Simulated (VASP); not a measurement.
## BaZrS3: relaxation of cell and atoms with PBEsol

BaZrS3:

```
Ba Zr S
1.0
     7.13449    0.00000    0.00000
     0.00000   10.04182    0.00000
     0.00000    0.00000    7.06356
Ba Zr S
4 4 12
Direct
  0.04303 0.25000 0.00875
  0.45697 0.75000 0.50875
  0.54303 0.25000 0.49125
  0.95697 0.75000 0.99125
  0.00000 0.00000 0.50000
  0.50000 0.00000 0.00000
  0.50000 0.50000 0.00000
  0.00000 0.50000 0.50000
  0.99416 0.25000 0.56090
  0.50584 0.75000 0.06090
  0.49416 0.25000 0.93910
  0.00584 0.75000 0.43910
  0.21326 0.96818 0.78662
  0.28674 0.03182 0.28662
  0.71326 0.53182 0.71338
  0.78674 0.46818 0.21338
  0.78674 0.03182 0.21338
  0.71326 0.96818 0.71338
  0.28674 0.46818 0.28662
  0.21326 0.53182 0.78662
```

The cell is a database's computed one.

* Program: VASP 6.6.1
* Task: relaxation of cell and atoms
* Functional: PBEsol
* Potentials or basis: VASP PAW PBE potentials, release 64 (Ba_sv, Zr_sv, S)
* Cutoff: 600 eV
* k mesh: 4 × 4 × 4
* Occupations: gaussian, width 0.03 eV
* Spin: no spin polarisation
* Further INCAR settings: ALGO = Normal; EDIFF = 1e-06; IBRION = 2; EDIFFG = -0.01; NSW = 90; ISIF = 3

The relaxed volume is 24.44 Å³/atom, the relaxed cell is a = 7.074 Å, b = 9.926 Å, c = 6.963 Å, α = 90.00°, β = 90.00°, γ = 90.00° and the space group after relaxing (to 0.05 Å) is Pnma (No. 62). The energy gained by relaxing is 7.3 meV/atom. The ionic steps are 16 and the pressure after relaxing is 0.0 GPa. The largest force after relaxing is 0.010 eV/Å and the band gap on the k mesh is 0.92 eV, direct.

Forces on the atoms (eV/Å):
```
Ba   0.004  0.000  0.009
Ba  -0.004  0.000  0.009
Ba   0.004  0.000 -0.009
Ba  -0.004  0.000 -0.009
Zr   0.000  0.000  0.000
Zr   0.000  0.000  0.000
Zr   0.000  0.000  0.000
Zr   0.000  0.000  0.000
S   -0.005  0.000 -0.008
S    0.005  0.000 -0.008
S   -0.005  0.000  0.008
S    0.005  0.000  0.008
S   -0.003  0.004  0.007
S    0.003 -0.004  0.007
S   -0.003 -0.004 -0.007
S    0.003  0.004 -0.007
S    0.003 -0.004 -0.007
S   -0.003  0.004 -0.007
S    0.003  0.004  0.007
S   -0.003 -0.004  0.007
```

Step by step:
```csv
step,energy change (eV),largest force (eV/Å),pressure (GPa),volume (Å³)
1,0.0000,0.0762,-2.52,506.06
2,-0.0623,0.0657,2.06,477.47
3,-0.1365,0.0480,-0.01,489.29
4,-0.1364,0.0473,0.05,488.96
5,-0.1373,0.0445,0.05,488.92
6,-0.1395,0.0364,0.05,488.82
7,-0.1424,0.0225,0.06,488.62
8,-0.1420,0.0452,0.08,488.21
9,-0.1433,0.0298,0.07,488.44
10,-0.1443,0.0233,0.02,488.75
11,-0.1452,0.0138,-0.10,489.42
12,-0.1456,0.0135,-0.01,488.88
13,-0.1456,0.0140,0.02,488.67
14,-0.1457,0.0131,0.02,488.67
15,-0.1459,0.0122,0.02,488.68
16,-0.1461,0.0096,-0.01,488.90
```

Final structure:
```xyz
20
Lattice="7.0739 0.0000 0.0000 0.0000 9.9259 0.0000 0.0000 0.0000 6.9629" Properties=species:S:1:pos:R:3 pbc="T T T"
Ba    0.3528    2.4815    0.0750
Ba    3.1841    7.4444    3.5564
Ba    3.8898    2.4815    3.4065
Ba    6.7210    7.4444    6.8879
Zr    0.0000    0.0000    3.4814
Zr    3.5369    0.0000    0.0000
Zr    3.5369    4.9630    0.0000
Zr    0.0000    4.9630    3.4814
S     7.0417    2.4815    3.9263
S     3.5692    7.4444    0.4448
S     3.5047    2.4815    6.5181
S     0.0322    7.4444    3.0366
S     1.4955    9.5911    5.4910
S     2.0414    0.3349    2.0095
S     5.0325    5.2978    4.9533
S     5.5784    4.6281    1.4719
S     5.5784    0.3349    1.4719
S     5.0325    9.5911    4.9533
S     2.0414    4.6281    2.0095
S     1.4955    5.2978    5.4910
```

Levels at points of the mesh, in eV from the valence-band top:
| k point | band 76 | band 77 | band 78 | band 79 | band 80 | band 81 | band 82 | band 83 | band 84 | band 85 |
| --- | --- | --- | --- | --- | --- | --- | --- | --- | --- | --- |
| (0.00, 0.00, 0.00) | -0.28 | -0.18 | -0.05 | -0.02 | 0.00 | 0.92 | 1.03 | 1.08 | 1.22 | 2.48 |
| (0.50, 0.00, 0.00) | -0.60 | -0.58 | -0.58 | -0.25 | -0.25 | 2.01 | 2.01 | 2.16 | 2.16 | 2.44 |
| (0.00, 0.50, 0.00) | -0.29 | -0.28 | -0.28 | -0.24 | -0.24 | 1.12 | 1.12 | 2.03 | 2.03 | 2.14 |
| (0.50, 0.50, 0.00) | -0.66 | -0.36 | -0.36 | -0.36 | -0.36 | 2.39 | 2.39 | 2.39 | 2.39 | 2.49 |
| (0.00, 0.00, 0.50) | -0.61 | -0.51 | -0.51 | -0.33 | -0.33 | 2.06 | 2.06 | 2.17 | 2.17 | 2.31 |
| (0.50, 0.00, 0.50) | -0.44 | -0.37 | -0.37 | -0.08 | -0.08 | 1.06 | 1.06 | 2.52 | 2.52 | 2.56 |
| (0.00, 0.50, 0.50) | -0.48 | -0.40 | -0.40 | -0.32 | -0.32 | 2.31 | 2.31 | 2.34 | 2.34 | 2.38 |
| (0.50, 0.50, 0.50) | -0.97 | -0.40 | -0.40 | -0.40 | -0.40 | 2.16 | 2.16 | 2.16 | 2.16 | 2.59 |

Wall time 2.1 h on 4 MPI ranks on AMD EPYC 7R13 Processor (Zen 3), with other jobs on the host, peak memory 1.5 GiB a rank.

Caveat: the PAW data sets were made with another functional, which shifts forces and pressure a little; spin-orbit coupling is left out, which moves the levels of the heavy elements. A k mesh can miss the band edges.
